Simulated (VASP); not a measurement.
# SiO2 (P6_422) in VASP: a series of runs

The runs below take SiO2 through relaxation of cell and atoms, with SCAN, optB88-vdW, vdW-DF-cx, rev-vdW-DF2, LDA.

All numbers are computed with VASP 6.6.1; they aren't measurements. Logs are shortened: lines on timing, memory, paths and dates and some standing lists are left out, and cuts for length are marked.

**1. The structure**

The structure is hexagonal, space group P6_422 (No. 181). The conventional cell has a = 5.061 Å, b = 5.061 Å, c = 5.541 Å, α = 90.00°, β = 90.00°, γ = 120.00°. Si (site symmetry 222) is surrounded by 4 O at 1.61 Å. O (site symmetry 2) is surrounded by 2 Si at 1.61 Å.

The cell comes from a database or a generator and needn't be the stable form of this composition.

**2. Relaxation of cell and atoms, SCAN**

INCAR

```
SYSTEM = SiO2
ALGO = Normal
EDIFF = 1E-6
EDIFFG = -0.005
ENCUT = 600
IBRION = 2
ISIF = 3
ISMEAR = -1
LASPH = .TRUE.
LCHARG = .FALSE.
LMIXTAU = .TRUE.
LREAL = .FALSE.
LWAVE = .FALSE.
METAGGA = SCAN
NELM = 80
NSW = 60
PREC = Accurate
SIGMA = 0.05
```

KPOINTS

```
k-points
0
G
  5 5 4
  0 0 0
```

POSCAR

```
SiO2
1.0
    5.0605222284      0.0000000000      0.0000000000
   -2.5302611142      4.3825408062      0.0000000000
    0.0000000000      0.0000000000      5.5413533100
Si O
3 6
Direct
    0.5000000000      0.0000000000      0.0000000000
    0.5000000000      0.5000000000      0.6666666667
    0.0000000000      0.5000000000      0.3333333333
    0.2086053700      0.7913946300      0.1666666667
    0.2086053700      0.4172107400      0.5000000000
    0.4172107400      0.2086053700      0.8333333333
    0.7913946300      0.2086053700      0.1666666667
    0.7913946300      0.5827892600      0.5000000000
    0.5827892600      0.7913946300      0.8333333333
```

Potentials or basis: VASP PAW PBE potentials, release 64 (Si, O).

Started as:

```sh
$ cat potpaw_PBE.64/Si/POTCAR potpaw_PBE.64/O/POTCAR > POTCAR
$ mpirun -np 1 vasp_std > vasp.out
```

OUTCAR:

```text
SYSTEM = SiO2
   EDIFF = 1E-6
   EDIFFG = -0.005
   ENCUT = 600
   IBRION = 2
   ISIF = 3
   ISMEAR = -1
   LASPH = .TRUE.
   LREAL = .FALSE.
   METAGGA = SCAN
   NELM = 80
   NSW = 60
   PREC = Accurate

 ion  position               nearest neighbor table
   1  0.500  0.000  0.000-   6 1.61   9 1.61   7 1.61   4 1.61   2 3.13   3 3.13   2 3.13   3 3.13

   2  0.500  0.500  0.667-   6 1.61   9 1.61   8 1.61   5 1.61   1 3.13   1 3.13   3 3.13   3 3.13

   3  0.000  0.500  0.333-   4 1.61   7 1.61   5 1.61   8 1.61   1 3.13   1 3.13   2 3.13   2 3.13

   4  0.209  0.791  0.167-   3 1.61   1 1.61
   5  0.209  0.417  0.500-   2 1.61   3 1.61
   6  0.417  0.209  0.833-   2 1.61   1 1.61
   7  0.791  0.209  0.167-   3 1.61   1 1.61
   8  0.791  0.583  0.500-   2 1.61   3 1.61
   9  0.583  0.791  0.833-   2 1.61   1 1.61

  LATTYP: Found a hexagonal cell.
 ALAT       =     5.0605222284
 C/A-ratio  =     1.0950160991

  Lattice vectors:

 A1 = (   5.0605222284,   0.0000000000,   0.0000000000)
 A2 = (  -2.5302611142,   4.3825408062,   0.0000000000)
 A3 = (   0.0000000000,   0.0000000000,   5.5413533100)

Analysis of symmetry for initial positions (statically):
=====================================================================
 Subroutine PRICEL returns:
 Original cell was already a primitive cell.

 Routine SETGRP: Setting up the symmetry group for a
 hexagonal supercell.

 Subroutine GETGRP returns: Found 12 space group operations
 (whereof  4 operations were pure point group operations)
 out of a pool of 24 trial point group operations.

The static configuration has the point symmetry D_2 .
 The point group associated with its full space group is D_6 .

Analysis of symmetry for dynamics (positions and initial velocities):
=====================================================================
 Subroutine PRICEL returns:
 Original cell was already a primitive cell.

 Routine SETGRP: Setting up the symmetry group for a
 hexagonal supercell.

 Subroutine GETGRP returns: Found 12 space group operations
 (whereof  4 operations were pure point group operations)
 out of a pool of 24 trial point group operations.

The dynamic configuration has the point symmetry D_2 .
 The point group associated with its full space group is D_6 .

 Subroutine INISYM returns: Found 12 space group operations
 (whereof  4 operations are pure point group operations),
 and found     1 'primitive' translations

----------------------------------------------------------------------------------------

                                     Primitive cell

  volume of cell :     122.8958

  direct lattice vectors                    reciprocal lattice vectors
     5.060522228  0.000000000  0.000000000     0.197608064  0.114089069  0.000000000
    -2.530261114  4.382540806  0.000000000     0.000000000  0.228178138  0.000000000
     0.000000000  0.000000000  5.541353310     0.000000000  0.000000000  0.180461332

  length of vectors
     5.060522228  5.060522228  5.541353310     0.228178138  0.228178138  0.180461332

  position of ions in fractional coordinates (direct lattice)
     0.500000000  0.000000000  0.000000000
     0.500000000  0.500000000  0.666666667
     0.000000000  0.500000000  0.333333333
     0.208605370  0.791394630  0.166666667
     0.208605370  0.417210740  0.500000000
     0.417210740  0.208605370  0.833333333
     0.791394630  0.208605370  0.166666667
     0.791394630  0.582789260  0.500000000
     0.582789260  0.791394630  0.833333333

  ion indices of the primitive-cell ions
   primitive index   ion index
                 1           1
                 2           2
                 3           3
                 4           4
                 5           5
                 6           6
                 7           7
                 8           8
                 9           9

----------------------------------------------------------------------------------------

 KPOINTS: k-points

Automatic generation of k-mesh.
 Grid dimensions read from file:
 generate k-points for:    5    5    4

 Generating k-lattice:

  Cartesian coordinates                     Fractional coordinates (reciprocal lattice)
     0.039521613  0.022817814  0.000000000     0.200000000  0.000000000  0.000000000
     0.000000000  0.045635628  0.000000000     0.000000000  0.200000000  0.000000000
     0.000000000  0.000000000  0.045115333     0.000000000  0.000000000  0.250000000

  Length of vectors
     0.045635628  0.045635628  0.045115333

  Shift w.r.t. Gamma in fractional coordinates (k-lattice)
     0.000000000  0.000000000  0.000000000

 Subroutine IBZKPT returns following result:
 ===========================================

 Found     15 irreducible k-points:

 Following reciprocal coordinates:
            Coordinates               Weight
  0.000000  0.000000  0.000000      1.000000
  0.200000  0.000000  0.000000      6.000000
  0.400000  0.000000  0.000000      6.000000
  0.200000  0.200000  0.000000      6.000000
  0.400000  0.200000  0.000000      6.000000
  0.000000  0.000000  0.250000      2.000000
  0.200000  0.000000  0.250000     12.000000
  0.400000  0.000000  0.250000     12.000000
  0.200000  0.200000  0.250000     12.000000
  0.400000  0.200000  0.250000     12.000000
  0.000000  0.000000  0.500000      1.000000
  0.200000  0.000000  0.500000      6.000000
  0.400000  0.000000  0.500000      6.000000
  0.200000  0.200000  0.500000      6.000000
  0.400000  0.200000  0.500000      6.000000
   k-points           NKPTS =     15   k-points in BZ     NKDIM =     15   number of bands    NBANDS=     29
   number of dos      NEDOS =    301   number of ions     NIONS =      9
   total plane-waves  NPLWV =  76800
   dimension x,y,z NGX =    40 NGY =   40 NGZ =   48
   dimension x,y,z NGXF=    80 NGYF=   80 NGZF=   96
   ions per type =               3   6
   NGX,Y,Z   is equivalent  to a cutoff of  13.14, 13.14, 14.40 a.u.
   NGXF,Y,Z  is equivalent  to a cutoff of  26.28, 26.28, 28.80 a.u.
 SYSTEM =  SiO2
   PREC   = accura    normal or accurate (medium, high low for compatibility)
   ISTART =      0    job   : 0-new  1-cont  2-samecut
   ICHARG =      2    charge: 1-file 2-atom 10-const
   ISPIN  =      1    spin polarized calculation?
   LNONCOLLINEAR =      F non collinear calculations
   LSORBIT =      F    spin-orbit coupling
   LASPH  =      T    aspherical Exc in radial PAW
   ENCUT  =  600.0 eV  44.10 Ry    6.64 a.u.  10.11 10.11 11.07*2*pi/ulx,y,z
   NELM   =     80;   NELMIN=  2; NELMDL= -5     # of ELM steps
   EDIFF  = 0.1E-05   stopping-criterion for ELM
   LREAL  =      F    real-space projection
   EDIFFG = -.5E-02   stopping-criterion for IOM
   NSW    =     60    number of steps for IOM
   IBRION =      2    ionic relax: 0-MD 1-quasi-New 2-CG
   NFREE  =      1    steps in history (QN), initial steepest desc. (CG)
   ISIF   =      3    stress and relaxation
   ISYM   =      2    0-nonsym 1-usesym 2-fastsym
   POTIM  = 0.5000    time-step for ionic-motion
   TEBEG  =    0.0;   TEEND  =   0.0 temperature during run
   PSTRESS=    0.0 pullay stress
   NELECT =      48.0000    total number of electrons
   NUPDOWN=      -1.0000    fix difference up-down
   EMIN   =  10.00;   EMAX   =-10.00  energy-range for DOS
   EFERMI =   0.00;   METHOD = LEGACY
   ISMEAR =    -1;   SIGMA  =   0.05  broadening in eV -4-tet -1-fermi 0-gaus
   EFERMI_NEDOS =   21; number of points for ismear=-14 and -15
   IALGO  =     38    algorithm
   IMIX   =      4    mixing-type and parameters
     AMIX     =   0.40;   BMIX     =  1.00
     AMIX_MAG =   1.60;   BMIX_MAG =  1.00
  volume/ion in A,a.u.               =      13.66        92.15
  Fermi-wavevector in a.u.,A,eV,Ry     =   1.196675  2.261388 19.483963  1.432031
  Thomas-Fermi vector in A             =   2.332609
   LORBIT       =      0    0 simple, 1 ext, 2 COOP (PROOUT), +10 PAW based schemes
   METAGGA = SCAN    functional components
   LHFCALC =     F    Hartree Fock is set to
   AEXX    =    0.0000 exact exchange contribution
   IVDW    =     0    specifies the selected vdW correction
   LEPSILON=     F    determine dielectric tensor
   LRPA    =     F    only Hartree local field effects (RPA)
 conjugate gradient relaxation of ions
 non-spin polarized calculation
  energy-cutoff  :      600.00
  volume of cell :      122.90
 maximum number of plane-waves:      4138
   NGX = 21   NGY = 21   NGZ = 23

--------------------------------------- Ionic step        1  -------------------------------------------

 number of electron      47.9999982 magnetization

 Free energy of the ion-electron system (eV)
  ---------------------------------------------------
  ext. energy  EPLUGINS =         0.00000000
  ---------------------------------------------------
  free energy    TOTEN  =       -94.72266213 eV

  energy without entropy =      -94.72266213  energy(sigma->0) =      -94.72266213

------------------------ aborting loop because EDIFF is reached ----------------------------------------

  FORCE on cell =-STRESS in cart. coord.  units (eV):
  Direction    XX          YY          ZZ          XY          YZ          ZX
  --------------------------------------------------------------------------------------
  -------------------------------------------------------------------------------------
  Total       -0.8118595     -0.8118595     -0.7892347      0.0000000      0.0000000      0.0000000
  in kB      -10.5841094    -10.5841094    -10.2891521      0.0000000      0.0000000      0.0000000
  external PRESSURE =     -10.4857903 kB  Pullay stress =       0.0000000 kB

 VOLUME and BASIS-vectors are now :
 -----------------------------------------------------------------------------
  energy-cutoff  :      600.00
  volume of cell :      122.90
      direct lattice vectors                 reciprocal lattice vectors
     5.060522228  0.000000000  0.000000000     0.197608064  0.114089069  0.000000000
    -2.530261114  4.382540806  0.000000000     0.000000000  0.228178138  0.000000000
     0.000000000  0.000000000  5.541353310     0.000000000  0.000000000  0.180461332
[... 259 lines left out ...]
 POSITION                                       TOTAL-FORCE (eV/Angst)
 -----------------------------------------------------------------------------------
      2.52484      0.00000      0.00000        -0.000000     -0.000000     -0.000000
      1.26242      2.18658      3.68779        -0.000000      0.000000      0.000000
     -1.26242      2.18658      1.84390        -0.000000     -0.000000     -0.000000
     -0.94613      3.46169      0.92195         0.004834     -0.002791     -0.000000
     -0.00000      1.82294      2.76585        -0.000000      0.005581     -0.000000
      1.57871      0.91147      4.60974         0.004834      0.002791     -0.000000
      3.47097      0.91147      0.92195        -0.004834      0.002791     -0.000000
      2.52484      2.55022      2.76585        -0.000000     -0.005581     -0.000000
      0.94613      3.46169      4.60974        -0.004834     -0.002791     -0.000000
 -----------------------------------------------------------------------------------
    total drift:                                0.000000     -0.000000     -0.000001

  FREE ENERGIE OF THE ION-ELECTRON SYSTEM (eV)
  ---------------------------------------------------
  free  energy   TOTEN  =       -94.7251335648 eV

  energy  without entropy=      -94.7251335647  energy(sigma->0) =      -94.72513356

--------------------------------------- Ionic step        8  -------------------------------------------

 number of electron      47.9999980 magnetization

 Free energy of the ion-electron system (eV)
  ---------------------------------------------------
  ext. energy  EPLUGINS =         0.00000000
  ---------------------------------------------------
  free energy    TOTEN  =       -94.72514086 eV

  energy without entropy =      -94.72514086  energy(sigma->0) =      -94.72514086

 E-fermi :   1.2682     XC(G=0):  -9.2823

 val. band max:        0.0872639147   @ k =   0.0000   0.0000   0.5000
 cond. band min:       6.3341327953   @ k =   0.0000   0.0000   0.0000
 fundamental gap:      6.2468688807
 Fermi energy:         1.2681960366

 k-point     1 :       0.0000    0.0000    0.0000
  band No.  band energies     occupation
      1     -20.4417      2.00000
      2     -18.9919      2.00000
      3     -18.9919      2.00000
      4     -18.4149      2.00000
      5     -18.3635      2.00000
      6     -18.3635      2.00000
[... 491 lines left out ...]
 POSITION                                       TOTAL-FORCE (eV/Angst)
 -----------------------------------------------------------------------------------
      2.52506      0.00000      0.00000         0.000000     -0.000000      0.000000
      1.26253      2.18676      3.68784         0.000000     -0.000000     -0.000000
     -1.26253      2.18676      1.84392         0.000000     -0.000000     -0.000000
     -0.94580      3.46174      0.92196         0.001583     -0.000914     -0.000000
     -0.00000      1.82357      2.76588         0.000000      0.001827      0.000000
      1.57926      0.91179      4.60980         0.001583      0.000914      0.000000
      3.47086      0.91179      0.92196        -0.001583      0.000914     -0.000000
      2.52506      2.54996      2.76588        -0.000000     -0.001827     -0.000000
      0.94580      3.46174      4.60980        -0.001583     -0.000914     -0.000000
 -----------------------------------------------------------------------------------
    total drift:                                0.000000     -0.000000     -0.000001

  FREE ENERGIE OF THE ION-ELECTRON SYSTEM (eV)
  ---------------------------------------------------
  free  energy   TOTEN  =       -94.7251408633 eV

  energy  without entropy=      -94.7251408633  energy(sigma->0) =      -94.72514086

 reached required accuracy - stopping structural energy minimisation
```

It took 13 min on 1 thread of Intel Xeon Platinum 8488C (Sapphire Rapids), shared host; peak memory 0.31 GiB.

Results:

- Free energy: -94.7251 eV
- Relaxed volume: 13.58 Å³/atom
- Relaxed cell: a = 5.050 Å, b = 5.050 Å, c = 5.532 Å, α = 90.00°, β = 90.00°, γ = 120.00°
- Space group after relaxing (to 0.05 Å): P6_422 (No. 181)
- Energy gained by relaxing: 0.3 meV/atom
- Ionic steps: 8
- Pressure after relaxing: 0.0 GPa
- Band gap on the k mesh: 6.25 eV, indirect (least direct gap 6.44 eV)

The path:
```csv
step,energy change (eV),largest force (eV/Å),pressure (GPa),volume (Å³)
1,0.0000,0.0358,-1.05,122.90
2,0.0020,0.0877,1.54,121.31
3,-0.0024,0.0174,0.05,122.21
4,-0.0024,0.0141,-0.01,122.25
5,-0.0024,0.0128,-0.04,122.26
6,-0.0024,0.0097,-0.03,122.24
7,-0.0025,0.0056,-0.01,122.16
8,-0.0025,0.0018,-0.02,122.18
```

Final structure:
```
Si O
1.0
     5.05012    0.00000    0.00000
    -2.52506    4.37353    0.00000
     0.00000    0.00000    5.53176
Si O
3 6
Direct
  0.50000 0.00000 0.00000
  0.50000 0.50000 0.66667
  0.00000 0.50000 0.33333
  0.20848 0.79152 0.16667
  0.20848 0.41696 0.50000
  0.41696 0.20848 0.83333
  0.79152 0.20848 0.16667
  0.79152 0.58304 0.50000
  0.58304 0.79152 0.83333
```

Caveat: the PAW data sets were made with another functional, which shifts forces and pressure a little; an odd mesh through Γ misses points on the zone boundary, where band edges often lie.

**3. Relaxation of cell and atoms, optB88-vdW**

INCAR

```
SYSTEM = SiO2
AGGAC = 0.0
ALGO = Normal
EDIFF = 1E-6
EDIFFG = -0.005
ENCUT = 600
GGA = BO
IBRION = 2
ISIF = 3
ISMEAR = -1
LASPH = .TRUE.
LCHARG = .FALSE.
LREAL = .FALSE.
LUSE_VDW = .TRUE.
LWAVE = .FALSE.
NELM = 80
NSW = 60
PARAM1 = 0.1833333333
PARAM2 = 0.22
PREC = Accurate
SIGMA = 0.05
```

KPOINTS is that of step 2.

POSCAR is that of step 2.

Potentials or basis: VASP PAW PBE potentials, release 64 (Si, O).

Started as:

```sh
$ cat potpaw_PBE.64/Si/POTCAR potpaw_PBE.64/O/POTCAR > POTCAR
$ mpirun -np 1 vasp_std > vasp.out
```

Wall time 12 min (1 thread of Intel Xeon Platinum 8488C (Sapphire Rapids), shared host); peak memory 0.67 GiB.

It converged, with:

| Item | Value |
| --- | --- |
| Free energy | -57.7756 eV |
| Relaxed volume | 13.86 Å³/atom |
| Relaxed cell | a = 5.084 Å, b = 5.084 Å, c = 5.571 Å, α = 90.00°, β = 90.00°, γ = 120.00° |
| Space group after relaxing (to 0.05 Å) | P6_422 (No. 181) |
| Energy gained by relaxing | 3.1 meV/atom |
| Ionic steps | 9 |
| Pressure after relaxing | 0.0 GPa |
| Band gap on the k mesh | 5.51 eV, indirect (least direct gap 5.68 eV) |

Forces in eV/Å, atoms in the order of the input:
```
Si   0.000  0.000  0.000
Si   0.000  0.000  0.000
Si   0.000  0.000  0.000
O    0.002 -0.001  0.000
O    0.000  0.003  0.000
O    0.002  0.001  0.000
O   -0.002  0.001  0.000
O    0.000 -0.003  0.000
O   -0.002 -0.001  0.000
```

Stress tensor (GPa, compression positive):
```
-0.05  0.00  0.00
 0.00 -0.05  0.00
 0.00  0.00  0.02
```

The path:
```
step  energy change (eV)  largest force (eV/Å)  pressure (GPa)  volume (Å³)
   1              0.0000                0.2447            3.41       122.90
   2              0.0212                0.1871           -4.51       128.14
   3             -0.0266                0.0546           -0.14       125.10
   4             -0.0266                0.0583           -0.07       125.05
   5             -0.0274                0.0405           -0.04       124.93
   6             -0.0280                0.0106            0.03       124.71
   7             -0.0280                0.0018            0.05       124.65
   8             -0.0281                0.0054           -0.09       124.74
   9             -0.0281                0.0027           -0.03       124.71
```

Final structure:
```yaml
crystal:
  lattice:
    - [5.08411, 0.00000, 0.00000]
    - [-2.54205, 4.40297, 0.00000]
    - [0.00000, 0.00000, 5.57108]
  atoms:
    - { symbol: Si, position: [0.50000, 0.00000, 0.00000] }
    - { symbol: Si, position: [0.50000, 0.50000, 0.66667] }
    - { symbol: Si, position: [0.00000, 0.50000, 0.33333] }
    - { symbol: O, position: [0.20714, 0.79286, 0.16667] }
    - { symbol: O, position: [0.20714, 0.41428, 0.50000] }
    - { symbol: O, position: [0.41428, 0.20714, 0.83333] }
    - { symbol: O, position: [0.79286, 0.20714, 0.16667] }
    - { symbol: O, position: [0.79286, 0.58572, 0.50000] }
    - { symbol: O, position: [0.58572, 0.79286, 0.83333] }
```

Levels at points of the mesh, in eV from the valence-band top:
```csv
k point,band 21,band 22,band 23,band 24,band 25,band 26,band 27,band 28
"(0.00, 0.00, 0.00)",-0.97,-0.45,-0.45,-0.17,5.51,8.87,8.87,9.19
"(0.00, 0.00, 0.50)",-1.13,-0.28,0.00,0.00,7.34,7.34,8.43,9.81
```

Caveat: the PAW data sets were made with another functional, which shifts forces and pressure a little; an odd mesh through Γ misses points on the zone boundary, where band edges often lie.

(Part 1 of 2 ends here.)
